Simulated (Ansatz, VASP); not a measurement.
**Two plane-wave programs on Yb**

File INCAR:

```
SYSTEM = Yb
PREC = Accurate
ENCUT = 520
EDIFF = 1E-6
ISMEAR = -1
SIGMA = 0.1
LREAL = .FALSE.
LASPH = .TRUE.
NELM = 100
ALGO = Normal
ISIF = 2
LWAVE = .FALSE.
LCHARG = .FALSE.
GGA = PS
NBANDS = 31
```

Contents of KPOINTS:

```
Automatic mesh
0
G
  8 8 8
  0 0 0
```

Contents of POSCAR:

```
Yb
1.0
    0.0000000000      3.9948632963      3.9948632963
    3.9948632963      0.0000000000      3.9948632963
    3.9948632963      3.9948632963      0.0000000000
Yb
2
Direct
    0.1250000000      0.1250000000      0.1250000000
    0.8750000000      0.8750000000      0.8750000000
```

Input for Ansatz:

```yaml
crystal:
  lattice:
    - [0.0, 3.9948632963, 3.9948632963]
    - [3.9948632963, 0.0, 3.9948632963]
    - [3.9948632963, 3.9948632963, 0.0]
  atoms:
    - { symbol: Yb, position: [0.125, 0.125, 0.125] }
    - { symbol: Yb, position: [0.875, 0.875, 0.875] }
hamiltonian:
  xc: pbesol
  pseudopotentials:
    kind: paw
    azcp:
      Yb: "pseudopotentials/Yb.paw.azcp"
basis:
  ecutwfc: 420
  fft_grid_basis: typed
kpoints:
  mp_grid: { grid: [8, 8, 8], shift: [0, 0, 0] }
magnetization:
  spin_polarized: false
scf:
  occupations: { method: fermi_dirac, width: 0.1 }
  lower_state_search: "off"
output:
  stress: true
```

Alike in both runs: task single point; functional PBEsol; k mesh 8 × 8 × 8; occupations fermi-dirac, width 0.1 eV; no spin polarisation.

```csv
,VASP,Ansatz
version,VASP 6.6.1,Ansatz 0.2.0
potentials or method,"VASP PAW PBE potentials, release 64 (Yb)","plane waves (420 eV) with PAW, scalar-relativistic"
plane-wave cutoff (eV),520,420
valence electrons in the cell,48,48
```

```csv
,VASP,Ansatz,Ansatz less VASP
pressure (GPa),-0.1,0.5,+0.60
```

Ansatz warned: «pseudo_functional_mismatch».

Caveats: the PAW data sets were made with another functional, which shifts forces and pressure a little (VASP). Spin-orbit coupling is left out, which matters for the levels of Yb. Spin polarisation is off, so any magnetic state and its effect on volume and gap are missing.
